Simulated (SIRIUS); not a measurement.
The system is Sc.

```xyz
1
Lattice="0.0000 2.2600 2.2600 2.2600 0.0000 2.2600 2.2600 2.2600 0.0000" Properties=species:S:1:pos:R:3 pbc="T T T"
Sc    0.0000    0.0000    0.0000
```

This isn't the form of Sc at room conditions, which is hcp.

- Program: SIRIUS 7.12.0
- Task: single point
- Functional: PBE
- Potentials or basis: PseudoDojo 0.4.1 PBE standard (scalar relativistic)
- Cutoff: 1078 eV
- Density cutoff: 4311 eV
- k mesh: 10 × 10 × 10
- Occupations: fermi-dirac, width 0.05 eV
- Spin: no spin polarisation

On this cell: pressure 3.8 GPa; band gap on the k mesh none (metal or under the smearing width).

The same run follows on a disturbed copy (cell strained at random at fixed volume):

```
Sc
1.0
    -0.01168    2.25030    2.29529
     2.24844   -0.02351    2.30712
     2.21212    2.22582    0.01281
Sc
1
Direct
  0.99182 0.00078 0.99550
```

What changes?

The energy (extrapolated to zero smearing) moves by +2.5 meV/atom; pressure 3.8 GPa; band gap on the k mesh none (metal or under the smearing width).

Stress tensor (GPa, compression positive):
```
 4.09  0.90 -0.42
 0.90  3.96 -0.01
-0.42 -0.01  3.44
```
